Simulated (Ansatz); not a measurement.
## Clamped-ion strain scan in F

Computed with Ansatz 0.2.0, DFT PBEsol, scalar-relativistic, plane waves, PAW. Cutoff 420 eV, Γ-centred 6×6×4 k-points, Gaussian smearing of 0.05 eV. No spin polarisation. Energies are free energies at this smearing, counted from the undisturbed cell; pressure is positive in compression.

The undisturbed cell (as given, not relaxed at this level; it stands at -1.5 GPa, and it needn't be the usual structure):

```
F
1.0
     3.54012   -2.09190    0.00000
     3.54012    2.09190    0.00000
     0.00000    0.00000    6.37573
F
4
Direct
  0.91254 0.08746 0.09601
  0.58746 0.41254 0.59601
  0.41254 0.58746 0.40399
  0.08746 0.91254 0.90399
```

The cell holds molecules and no dispersion correction was added, so their binding is poorly described.

The cell is strained by ε times the Voigt pattern (1, -1, 0, 0, 0, 0) (xx, yy, zz, yz, xz, xy; engineering shear) with fractional coordinates fixed.

| ε | ΔE (meV/atom) | stress summed along the pattern (GPa, tension positive) | pressure (GPa) | gap on the mesh (eV) |
| --- | --- | --- | --- | --- |
| -0.0600 | ? | ? | -2.7 | 2.85 |
| -0.0450 | 10.5 | -2.06 | -2.4 | 2.91 |
| -0.0300 | 6.4 | -1.77 | ? | ? |
| -0.0150 | ? | -1.48 | ? | 3.03 |
| 0.0000 | 0.0 | -1.21 | -1.5 | 3.09 |
| 0.0150 | -2.5 | -0.93 | -1.2 | 3.15 |
| 0.0300 | -4.3 | -0.65 | -0.8 | 3.20 |
| 0.0450 | -5.4 | -0.39 | -0.5 | 3.26 |
| 0.0525 | -5.9 | -0.26 | -0.3 | 3.29 |
| 0.0600 | -6.1 | -0.13 | -0.2 | 3.32 |

Task: Give the withheld values.

Result: ΔE (meV/atom) at ε = -0.0600: 15.1; stress summed along the pattern (GPa, tension positive) at ε = -0.0600: -2.36; pressure (GPa) at ε = -0.0300: -2.1; gap on the mesh (eV) at ε = -0.0300: 2.97; ΔE (meV/atom) at ε = -0.0150: 3.0; pressure (GPa) at ε = -0.0150: -1.8.